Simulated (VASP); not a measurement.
# Ge (Fd-3m) in VASP: a series of runs, part 2 of 2

VASP 6.6.1. The steps go on from the part before.

## 4. Relaxation of cell and atoms, PBE

INCAR

```
SYSTEM = Ge
PREC = Accurate
ENCUT = 600
EDIFF = 1E-6
ISMEAR = -1
SIGMA = 0.05
LREAL = .False.
LASPH = .True.
NELM = 80
ALGO = Normal
ISIF = 3
LWAVE = .False.
LCHARG = .False.
GGA = PE
IBRION = 2
NSW = 40
EDIFFG = -0.005
```

KPOINTS

```
Automatic mesh
0
Gamma
  8 8 8
  0 0 0
```

POSCAR

```
Ge
1.0
    0.0000000000      2.8289100000      2.8289100000
    2.8289100000      0.0000000000      2.8289100000
    2.8289100000      2.8289100000      0.0000000000
Ge
2
Direct
    0.7500000000      0.7500000000      0.7500000000
    0.5000000000      0.5000000000      0.5000000000
```

Potentials or basis: VASP PAW PBE potentials, release 64 (Ge_d).

Started as:

```console
$ cat potpaw_PBE.64/Ge_d/POTCAR > POTCAR
$ mpirun -np 1 vasp_std > vasp.out
```

OUTCAR:

```text
SYSTEM = Ge
   PREC = Accurate
   ENCUT = 600
   EDIFF = 1E-6
   ISMEAR = -1
   LREAL = .False.
   LASPH = .True.
   NELM = 80
   ISIF = 3
   GGA = PE
   IBRION = 2
   NSW = 40
   EDIFFG = -0.005

 ion  position               nearest neighbor table
   1  0.750  0.750  0.750-   2 2.45   2 2.45   2 2.45   2 2.45
   2  0.500  0.500  0.500-   1 2.45   1 2.45   1 2.45   1 2.45

  LATTYP: Found a face centered cubic cell.
 ALAT       =     5.6578200000

  Lattice vectors:

 A1 = (   0.0000000000,   2.8289100000,   2.8289100000)
 A2 = (   2.8289100000,   0.0000000000,   2.8289100000)
 A3 = (   2.8289100000,   2.8289100000,   0.0000000000)

Analysis of symmetry for initial positions (statically):
=====================================================================
 Subroutine PRICEL returns:
 Original cell was already a primitive cell.

 Routine SETGRP: Setting up the symmetry group for a
 face centered cubic supercell.

 Subroutine GETGRP returns: Found 48 space group operations
 (whereof 24 operations were pure point group operations)
 out of a pool of 48 trial point group operations.

The static configuration has the point symmetry T_d .
 The point group associated with its full space group is O_h .

Analysis of symmetry for dynamics (positions and initial velocities):
=====================================================================
 Subroutine PRICEL returns:
 Original cell was already a primitive cell.

 Routine SETGRP: Setting up the symmetry group for a
 face centered cubic supercell.

 Subroutine GETGRP returns: Found 48 space group operations
 (whereof 24 operations were pure point group operations)
 out of a pool of 48 trial point group operations.

The dynamic configuration has the point symmetry T_d .
 The point group associated with its full space group is O_h .

 Subroutine INISYM returns: Found 48 space group operations
 (whereof 24 operations are pure point group operations),
 and found     1 'primitive' translations

----------------------------------------------------------------------------------------

                                     Primitive cell

  volume of cell :      45.2780

  direct lattice vectors                    reciprocal lattice vectors
     0.000000000  2.828910000  2.828910000    -0.176746521  0.176746521  0.176746521
     2.828910000  0.000000000  2.828910000     0.176746521 -0.176746521  0.176746521
     2.828910000  2.828910000  0.000000000     0.176746521  0.176746521 -0.176746521

  length of vectors
     4.000682889  4.000682889  4.000682889     0.306133954  0.306133954  0.306133954

  position of ions in fractional coordinates (direct lattice)
     0.750000000  0.750000000  0.750000000
     0.500000000  0.500000000  0.500000000

  ion indices of the primitive-cell ions
   primitive index   ion index
                 1           1
                 2           2

----------------------------------------------------------------------------------------

 KPOINTS: Automatic mesh

Automatic generation of k-mesh.
 Grid dimensions read from file:
 generate k-points for:    8    8    8

 Generating k-lattice:

  Cartesian coordinates                     Fractional coordinates (reciprocal lattice)
    -0.022093315  0.022093315  0.022093315     0.125000000  0.000000000  0.000000000
     0.022093315 -0.022093315  0.022093315     0.000000000  0.125000000  0.000000000
     0.022093315  0.022093315 -0.022093315     0.000000000  0.000000000  0.125000000

  Length of vectors
     0.038266744  0.038266744  0.038266744

  Shift w.r.t. Gamma in fractional coordinates (k-lattice)
     0.000000000  0.000000000  0.000000000

 Subroutine IBZKPT returns following result:
 ===========================================

 Found     29 irreducible k-points:

 Following reciprocal coordinates:
            Coordinates               Weight
  0.000000  0.000000  0.000000      1.000000
  0.125000  0.000000  0.000000      8.000000
  0.250000  0.000000  0.000000      8.000000
  0.375000  0.000000  0.000000      8.000000
  0.500000  0.000000  0.000000      4.000000
  0.125000  0.125000  0.000000      6.000000
[... 16 lines left out ...]
  0.500000  0.250000  0.125000     48.000000
 -0.375000  0.250000  0.125000     24.000000
 [... further k-points ...]
   k-points           NKPTS =     29   k-points in BZ     NKDIM =     29   number of bands    NBANDS=     18
   number of dos      NEDOS =    301   number of ions     NIONS =      2
   total plane-waves  NPLWV =  32768
   dimension x,y,z NGX =    32 NGY =   32 NGZ =   32
   dimension x,y,z NGXF=    64 NGYF=   64 NGZF=   64
   ions per type =               2
   NGX,Y,Z   is equivalent  to a cutoff of  13.30, 13.30, 13.30 a.u.
   NGXF,Y,Z  is equivalent  to a cutoff of  26.59, 26.59, 26.59 a.u.
 SYSTEM =  Ge
   PREC   = accura    normal or accurate (medium, high low for compatibility)
   ISTART =      0    job   : 0-new  1-cont  2-samecut
   ICHARG =      2    charge: 1-file 2-atom 10-const
   ISPIN  =      1    spin polarized calculation?
   LNONCOLLINEAR =      F non collinear calculations
   LSORBIT =      F    spin-orbit coupling
   LASPH  =      T    aspherical Exc in radial PAW
   ENCUT  =  600.0 eV  44.10 Ry    6.64 a.u.   7.99  7.99  7.99*2*pi/ulx,y,z
   NELM   =     80;   NELMIN=  2; NELMDL= -5     # of ELM steps
   EDIFF  = 0.1E-05   stopping-criterion for ELM
   LREAL  =      F    real-space projection
   EDIFFG = -.5E-02   stopping-criterion for IOM
   NSW    =     40    number of steps for IOM
   IBRION =      2    ionic relax: 0-MD 1-quasi-New 2-CG
   NFREE  =      1    steps in history (QN), initial steepest desc. (CG)
   ISIF   =      3    stress and relaxation
   ISYM   =      2    0-nonsym 1-usesym 2-fastsym
   POTIM  = 0.5000    time-step for ionic-motion
   TEBEG  =    0.0;   TEEND  =   0.0 temperature during run
   PSTRESS=    0.0 pullay stress
   NELECT =      28.0000    total number of electrons
   NUPDOWN=      -1.0000    fix difference up-down
   EMIN   =  10.00;   EMAX   =-10.00  energy-range for DOS
   EFERMI =   0.00;   METHOD = LEGACY
   ISMEAR =    -1;   SIGMA  =   0.05  broadening in eV -4-tet -1-fermi 0-gaus
   EFERMI_NEDOS =   21; number of points for ismear=-14 and -15
   IALGO  =     38    algorithm
   IMIX   =      4    mixing-type and parameters
     AMIX     =   0.40;   BMIX     =  1.00
     AMIX_MAG =   1.60;   BMIX_MAG =  1.00
  volume/ion in A,a.u.               =      22.64       152.78
  Fermi-wavevector in a.u.,A,eV,Ry     =   1.394756  2.635708 26.468033  1.945346
  Thomas-Fermi vector in A             =   2.518275
   LORBIT       =      0    0 simple, 1 ext, 2 COOP (PROOUT), +10 PAW based schemes
   GGA     = PE    functional components
   LHFCALC =     F    Hartree Fock is set to
   AEXX    =    0.0000 exact exchange contribution
   IVDW    =     0    specifies the selected vdW correction
   LEPSILON=     F    determine dielectric tensor
   LRPA    =     F    only Hartree local field effects (RPA)
 conjugate gradient relaxation of ions
 non-spin polarized calculation
  energy-cutoff  :      600.00
  volume of cell :       45.28
 maximum number of plane-waves:      1540
   NGX = 15   NGY = 15   NGZ = 15

--------------------------------------- Ionic step        1  -------------------------------------------

 number of electron      28.0000013 magnetization

 Free energy of the ion-electron system (eV)
  ---------------------------------------------------
  ext. energy  EPLUGINS =         0.00000000
  ---------------------------------------------------
  free energy    TOTEN  =        -8.99940635 eV

  energy without entropy =       -8.99868130  energy(sigma->0) =       -8.99904382

 E-fermi :   5.0420     XC(G=0):  -9.9231

 val. band max:        5.0292093372   @ k =   0.0000   0.0000   0.0000
 cond. band min:       5.1789269048   @ k =   0.5000   0.0000   0.0000
 fundamental gap:      0.1497175676
 Fermi energy:         5.0420099266

 k-point     1 :       0.0000    0.0000    0.0000
  band No.  band energies     occupation
      1     -19.8199      2.00000
      2     -19.8199      2.00000
      3     -19.8199      2.00000
      4     -19.7838      2.00000
      5     -19.7838      2.00000
      6     -19.5732      2.00000
[... 10 lines left out ...]
     17       7.5482      0.00000
     18       7.5482      0.00000
[... 624 lines left out ...]
  energy  without entropy=       -9.0254855592  energy(sigma->0) =       -9.02600559

--------------------------------------- Ionic step        5  -------------------------------------------

 number of electron      28.0000017 magnetization

 Free energy of the ion-electron system (eV)
  ---------------------------------------------------
  ext. energy  EPLUGINS =         0.00000000
  ---------------------------------------------------
  free energy    TOTEN  =        -9.02662397 eV

  energy without entropy =       -9.02556789  energy(sigma->0) =       -9.02609593

 E-fermi :   4.4656     XC(G=0):  -9.6778

 val. band max:        4.1865754558   @ k =   0.1250   0.0000   0.0000
 cond. band min:       4.4986704894   @ k =   0.0000   0.0000   0.0000
 fundamental gap:      0.3120950336
 Fermi energy:         4.4655726708

 k-point     1 :       0.0000    0.0000    0.0000
  band No.  band energies     occupation
      1     -20.2478      2.00000
      2     -20.2478      2.00000
      3     -20.2478      2.00000
      4     -20.2156      2.00000
      5     -20.2156      2.00000
      6     -20.0316      2.00000
[... 10 lines left out ...]
     17       7.0283      0.00000
     18       7.0283      0.00000
[... 512 lines left out ...]
  FREE ENERGIE OF THE ION-ELECTRON SYSTEM (eV)
  ---------------------------------------------------
  free  energy   TOTEN  =        -9.0266239727 eV

  energy  without entropy=       -9.0255678881  energy(sigma->0) =       -9.02609593

 reached required accuracy - stopping structural energy minimisation
```

OSZICAR:

```text
N       E                     dE             d eps       ncg     rms          rms(c)
DAV:   1     0.175263871159E+03    0.17526E+03   -0.16822E+04  1068   0.462E+03
DAV:   2     0.132112678050E+02   -0.16205E+03   -0.15936E+03  1044   0.570E+02
DAV:   3    -0.840009100012E+01   -0.21611E+02   -0.21424E+02  1178   0.153E+02
[... 38 lines left out ...]
DAV:   1    -0.902762251960E+01   -0.10975E-02   -0.14379E-02  1384   0.250E+00    0.186E-01
DAV:   2    -0.902688247815E+01    0.74004E-03   -0.10528E-03  1342   0.678E-01    0.930E-02
DAV:   3    -0.902664411904E+01    0.23836E-03   -0.40797E-04  1366   0.372E-01    0.220E-02
DAV:   4    -0.902662407503E+01    0.20044E-04   -0.47624E-05  1312   0.146E-01    0.476E-03
DAV:   5    -0.902662397268E+01    0.10235E-06   -0.32939E-06   780   0.369E-02
   5 F= -.90266240E+01 E0= -.90260959E+01  d E =-.272176E-01
```

CONTCAR:

```text
Ge
   1.00000000000000
    -0.0000000000000000    2.8786087149036237    2.8786087149036237
     2.8786087149036237    0.0000000000000000    2.8786087149036237
     2.8786087149036237    2.8786087149036237    0.0000000000000000
  Ge
     2
Direct
     0.7500000000000000    0.7500000000000000    0.7500000000000000
     0.5000000000000000    0.5000000000000000    0.5000000000000000

  0.00000000E+00  0.00000000E+00  0.00000000E+00
  0.00000000E+00  0.00000000E+00  0.00000000E+00
```

Run time: 53 s. Hardware: 1 thread of Intel Xeon Platinum 8488C (Sapphire Rapids), shared host; peak memory 0.19 GiB.

Results:

```
Free energy                            : -9.0266 eV
Relaxed volume                         : 23.85 Å³/atom
Relaxed cell                           : a = 4.071 Å, b = 4.071 Å, c = 4.071 Å, α = 60.00°, β = 60.00°, γ = 60.00°
Space group after relaxing (to 0.05 Å) : Fd-3m (No. 227)
Energy gained by relaxing              : 13.6 meV/atom
Ionic steps                            : 5
Pressure after relaxing                : 0.0 GPa
Band gap on the k mesh                 : none (metal or under the smearing width)
```

Step by step:
| step | energy change (eV) | largest force (eV/Å) | pressure (GPa) | volume (Å³) |
| --- | --- | --- | --- | --- |
| 1 | 0.0000 | 0.0000 | 3.56 | 45.28 |
| 2 | -0.0246 | 0.0000 | -1.11 | 48.66 |
| 3 | -0.0273 | 0.0000 | -0.26 | 47.80 |
| 4 | -0.0271 | 0.0000 | 0.23 | 47.62 |
| 5 | -0.0272 | 0.0000 | 0.02 | 47.71 |

Final structure:
```
CELL_PARAMETERS angstrom
0.00000 2.87861 2.87861
2.87861 0.00000 2.87861
2.87861 2.87861 0.00000
ATOMIC_POSITIONS crystal
Ge 0.75000 0.75000 0.75000
Ge 0.50000 0.50000 0.50000
```

Levels at points of the mesh, in eV from the Fermi level:
| k point | band 11 | band 12 | band 13 | band 14 | band 15 | band 16 | band 17 | band 18 |
| --- | --- | --- | --- | --- | --- | --- | --- | --- |
| (0.00, 0.00, 0.00) | -12.35 | -0.40 | 0.03 | 0.03 | 0.03 | 2.56 | 2.56 | 2.56 |
| (0.50, 0.00, 0.00) | -10.39 | -7.33 | -1.29 | -1.29 | 0.06 | 3.75 | 3.75 | 7.13 |
| (0.50, 0.50, 0.00) | -8.66 | -8.66 | -2.86 | -2.86 | 0.85 | 0.85 | 9.12 | 9.12 |

Caveat: this crystal is a semiconductor, whose small gap the functional closes, so the metal is an error of the method.

## 5. Relaxation of cell and atoms, PBE

INCAR

```
SYSTEM = Ge
PREC = Accurate
ENCUT = 680
EDIFF = 1E-6
ISMEAR = -1
SIGMA = 0.05
LREAL = .FALSE.
LASPH = .TRUE.
NELM = 80
ALGO = Fast
ISIF = 3
LWAVE = .FALSE.
LCHARG = .FALSE.
GGA = PE
IBRION = 2
NSW = 40
EDIFFG = -0.02
```

KPOINTS

```
regular mesh
0
G
  8 8 8
  0 0 0
```

POSCAR is that of step 4.

Potentials or basis: VASP PAW PBE potentials, release 64 (Ge_d_GW).

Started as:

```console
$ cat potpaw_PBE.64/Ge_d_GW/POTCAR > POTCAR
$ mpirun -np 1 vasp_std > vasp.out
```

Wall time 16 min (1 thread of Intel Xeon Platinum 8488C (Sapphire Rapids), shared host); peak memory 0.23 GiB.

Results (log left out):

| Quantity | Value |
| --- | --- |
| Free energy | -9.0221 eV |
| Relaxed volume | 23.89 Å³/atom |
| Relaxed cell | a = 4.073 Å, b = 4.073 Å, c = 4.073 Å, α = 60.00°, β = 60.00°, γ = 60.00° |
| Space group after relaxing (to 0.05 Å) | Fd-3m (No. 227) |
| Energy gained by relaxing | 14.0 meV/atom |
| Ionic steps | 29 |
| Pressure after relaxing | 0.1 GPa |
| Band gap on the k mesh | none (metal or under the smearing width) |

Step by step:
```csv
step,energy change (eV),largest force (eV/Å),pressure (GPa),volume (Å³)
1,0.0000,0.0000,3.55,45.28
2,-0.0256,0.0000,-0.80,48.65
3,-0.0280,0.0000,-1.81,47.90
4,-0.0250,0.0000,-1.52,46.97
5,-0.0158,0.0000,-0.29,46.12
6,-0.0134,0.0000,2.60,45.97
7,-0.0155,0.0000,3.20,46.10
8,-0.0262,0.0000,1.85,48.54
9,0.0430,0.0000,-4.25,52.52
10,-0.0160,0.0000,-1.88,49.66
11,-0.0222,0.0000,-2.16,49.09
12,-0.0246,0.0000,-1.88,48.79
13,-0.0255,0.0000,-1.47,48.67
14,-0.0258,0.0000,-1.70,48.61
15,-0.0257,0.0000,1.09,47.08
16,-0.0280,0.0000,3.01,47.93
17,-0.0270,0.0000,-2.71,48.36
18,-0.0277,0.0000,-1.23,48.15
19,-0.0279,0.0000,-0.22,48.04
20,-0.0279,0.0000,-0.45,48.02
21,-0.0280,0.0000,-0.38,47.98
22,-0.0280,0.0000,-0.58,47.95
23,-0.0280,0.0000,-0.81,47.80
24,-0.0271,0.0000,0.98,47.35
25,-0.0278,0.0000,1.62,47.60
26,-0.0280,0.0000,0.86,47.73
27,-0.0280,0.0000,0.46,47.77
28,-0.0280,0.0000,0.17,47.78
29,-0.0280,0.0000,0.12,47.79
```

Final structure:
```
CELL_PARAMETERS angstrom
0.00000 2.88025 2.88025
2.88025 0.00000 2.88025
2.88025 2.88025 0.00000
ATOMIC_POSITIONS crystal
Ge 0.75000 0.75000 0.75000
Ge 0.50000 0.50000 0.50000
```

Levels at points of the mesh, in eV from the Fermi level:
```tsv
k point	band 10	band 11	band 12	band 13	band 14	band 15	band 16	band 17	band 18
(0.00, 0.00, 0.00)	-24.50	-12.34	-0.42	0.04	0.04	0.04	2.57	2.57	2.57
(0.50, 0.00, 0.00)	-24.48	-10.38	-7.33	-1.29	-1.29	0.06	3.76	3.76	7.14
(0.50, 0.50, 0.00)	-24.47	-8.66	-8.66	-2.86	-2.86	0.86	0.86	9.10	9.10
```

Caveat: this crystal is a semiconductor, whose small gap the functional closes, so the metal is an error of the method.

## 6. Relaxation of cell and atoms, PBE

INCAR

```
SYSTEM = Ge
ALGO     = Fast           ! electronic algorithm
EDIFF    = 1E-6           ! SCF threshold, eV
EDIFFG   = -0.005         ! ionic threshold
ENCUT    = 630            ! plane-wave cutoff, eV
GGA      = PE             ! functional
IBRION   = 2              ! ionic algorithm
ISIF     = 3              ! what is computed and relaxed
ISMEAR   = -1             ! smearing method
LASPH    = .TRUE.         ! aspherical terms in the spheres
LCHARG   = .FALSE.        ! write CHGCAR
LREAL    = .FALSE.        ! projectors in reciprocal space
LWAVE    = .FALSE.        ! write WAVECAR
NELM     = 80             ! most SCF steps
NSW      = 40             ! ionic steps
PREC     = Accurate       ! precision mode
SIGMA    = 0.05           ! smearing width, eV
```

KPOINTS

```
k-points
0
G
  8 8 8
  0 0 0
```

POSCAR is that of step 5.

Potentials or basis: VASP PAW PBE potentials, release 64 (Ge_d_GW).

Started as:

```console
$ cat potpaw_PBE.64/Ge_d_GW/POTCAR > POTCAR
$ mpirun -np 1 vasp_std > vasp.out
```

It took 2.3 min on 1 thread of Intel Xeon Platinum 8488C (Sapphire Rapids), shared host; peak memory 0.22 GiB.

The run converged. Its results:

```yaml
Free_energy: -9.0198 eV
Relaxed_volume: 23.86 Å³/atom
Relaxed_cell: a = 4.072 Å, b = 4.072 Å, c = 4.072 Å, α = 60.00°, β = 60.00°, γ = 60.00°
Space_group_after_relaxing_to_0.05_Å: Fd-3m (No. 227)
Energy_gained_by_relaxing: 13.1 meV/atom
Ionic_steps: 3
Pressure_after_relaxing: 0.0 GPa
Band_gap_on_the_k_mesh: none (metal or under the smearing width)
```

The path:
| step | energy change (eV) | largest force (eV/Å) | pressure (GPa) | volume (Å³) |
| --- | --- | --- | --- | --- |
| 1 | 0.0000 | 0.0000 | 3.38 | 45.28 |
| 2 | -0.0240 | 0.0000 | -1.16 | 48.48 |
| 3 | -0.0263 | 0.0000 | -0.03 | 47.73 |

Final structure:
```
CELL_PARAMETERS angstrom
0.00000 2.87900 2.87900
2.87900 0.00000 2.87900
2.87900 2.87900 0.00000
ATOMIC_POSITIONS crystal
Ge 0.75000 0.75000 0.75000
Ge 0.50000 0.50000 0.50000
```

Levels at points of the mesh, in eV from the Fermi level:
```tsv
k point	band 12	band 13	band 14	band 15	band 16	band 17
(0.00, 0.00, 0.00)	-0.41	0.03	0.03	0.03	2.90	3.00
```

Caveat: this crystal is a semiconductor, whose small gap the functional closes, so the metal is an error of the method.

## 7. Overview

| task | potentials or basis | cell | cutoff (eV) | smearing | gap on the mesh (eV) | pressure (GPa) | relaxed volume (Å³/atom) |
| --- | --- | --- | --- | --- | --- | --- | --- |
| single point | VASP PAW PBE potentials, release 64 (Ge_d) | as given | 520 | gaussian 0.029 eV | 0.03 | 3.5 | - |
| relaxation of cell and atoms | VASP PAW PBE potentials, release 64 (Ge) | relaxed | 580 | fermi-dirac 0.05 eV | none | 0.0 | 24.17 |
| relaxation of cell and atoms | VASP PAW PBE potentials, release 64 (Ge_d) | relaxed | 600 | fermi-dirac 0.05 eV | none | 0.0 | 23.85 |
| relaxation of cell and atoms | VASP PAW PBE potentials, release 64 (Ge_d_GW) | relaxed | 680 | fermi-dirac 0.05 eV | none | 0.1 | 23.89 |
| relaxation of cell and atoms | VASP PAW PBE potentials, release 64 (Ge_d_GW) | relaxed | 630 | fermi-dirac 0.05 eV | none | 0.0 | 23.86 |

Alike in all rows: level PBE; no spin polarisation; k mesh 8 × 8 × 8.

Caveats: this crystal is a semiconductor, whose small gap the functional closes, so the metal is an error of the method (some runs).

Absolute energies hang on the potentials; compare differences alone.

## 8. Comparison with measurements

Step 2. Against the measured gap of Ge, 0.807 eV (direct; 300 K; “Electronic and optical properties of SixGe1-x-ySny alloys lattice-matched to Ge”, 2021, arxiv:2109.02782), the calculated 0.03 eV is off by -0.77 eV. 3 values of this kind are on record (0.666 to 0.807 eV); this one was drawn at random among those near their median. Spin-orbit coupling on Ge is left out. The value is that of PBE on a finite k mesh, which can miss the band edges, without temperature or zero-point motion. Semilocal functionals fall short of measured gaps as a rule.

Step 3. The cell as given is a measured one (22.64 Å³/atom); PBE puts the equilibrium volume +6.8 % from it, thermal expansion not counted.

Step 4. The cell as given is a measured one (22.64 Å³/atom); PBE puts the equilibrium volume +5.4 % from it, thermal expansion not counted.

Step 5. The cell as given is a measured one (22.64 Å³/atom); PBE puts the equilibrium volume +5.5 % from it, thermal expansion not counted.

Step 6. The cell as given is a measured one (22.64 Å³/atom); PBE puts the equilibrium volume +5.4 % from it, thermal expansion not counted.
